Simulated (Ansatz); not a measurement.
The system is Ir.

```
Ir
1.0
     2.75138    0.00000    0.00000
    -1.37569    2.38276    0.00000
     0.00000    0.00000    4.46229
Ir
2
Direct
  0.33333 0.66667 0.25000
  0.66667 0.33333 0.75000
```

This isn't the form of Ir at room conditions, which is fcc.

```yaml
Program: Ansatz 0.2.0
Task: relaxation of cell and atoms
Functional: PBEsol
Dispersion: D3(BJ)
Potentials_or_basis: Ansatz PAW
Cutoff: "420 eV (not typed: the program's choice for these potentials)"
k_mesh: 11 × 11 × 6
Occupations: fermi-dirac, width 0.05 eV
Spin: no spin polarisation
```

At the start: volume 14.63 Å³/atom.

Task: How do energy, volume and symmetry change on relaxing?

Result: It ends after 5 steps and the volume is 13.82 Å³/atom (-5.5 %); space group P6_3/mmc (No. 194, to 0.05 Å).

Step by step:
```tsv
step	energy change (eV)	largest force (eV/Å)	volume (Å³)
1	0.0000	0.0000	29.25
2	-0.1032	0.0000	27.93
3	-0.1068	0.0000	27.61
4	-0.1069	0.0000	27.65
5	-0.1060	0.0000	27.65
```

Final structure:
```
Ir
1.0
     2.69996    0.00000    0.00000
    -1.34998    2.33823    0.00000
     0.00000    0.00000    4.37915
Ir
2
Direct
  0.33333 0.66667 0.25000
  0.66667 0.33333 0.75000
```

Caveat: the plane-wave basis is chosen anew once the cell has moved, so the energies of steps on either side of that aren't comparable; pairwise dispersion overbinds metals, which lowers pressure and volume; the PAW data sets come from PBE, with cores solved anew for the run's functional, which leaves a small shift of forces and pressure.
